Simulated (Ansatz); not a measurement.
**Li2S under changes of volume**

One of the cells (15.344 Å³/atom); the others are scaled copies at fixed shape and fractional positions:

```
S Li
1.0
     0.00000    2.84450    2.84450
     2.84450    0.00000    2.84450
     2.84450    2.84450    0.00000
S Li
1 2
Direct
  0.00000 0.00000 0.00000
  0.75000 0.75000 0.75000
  0.25000 0.25000 0.25000
```

* Program: Ansatz 0.2.0
* Functional: PBEsol
* Potentials or basis: Ansatz PAW
* Cutoff: 420 eV (not typed: the program's choice for these potentials)
* k mesh: 8 × 8 × 8
* Occupations: fermi-dirac, width 0.05 eV
* Spin: no spin polarisation

```csv
volume (Å³/atom),energy over the lowest point (meV/atom),pressure (GPa),gap on the mesh (eV)
14.423,3.91,2.0,3.17
14.730,1.04,1.0,3.19
15.037,0.00,0.1,3.20
15.344,?,?,?
15.650,2.75,-1.5,3.23
15.957,6.24,-2.2,3.24
16.264,10.97,-2.8,3.25
```

**Question.** What does the run at 15.344 Å³/atom give?

**Answer.** Energy over the lowest point 0.62 meV/atom; pressure -0.7 GPa; gap on the mesh 3.22 eV.

Worked out: A Birch-Murnaghan fit of order 3 (a polynomial in V^(-2/3)) to the other rows has its minimum at 15.07 Å³/atom with B0 = V·E''(V) = 42 GPa and B' = 3.9. It gives 0.63 meV/atom at 15.344 Å³/atom, against the run's 0.62, and -dE/dV = -0.7 GPa, against -0.7. A straight line through the other rows of the gap, of slope 0.661 eV per unit of ln V, gives 3.21 eV, against the run's 3.22.

Energies are extrapolated to zero smearing.

Caveats: the PAW data sets come from PBE, with cores solved anew for the run's functional, which leaves a small shift of forces and pressure.

A mesh can miss the band edges.
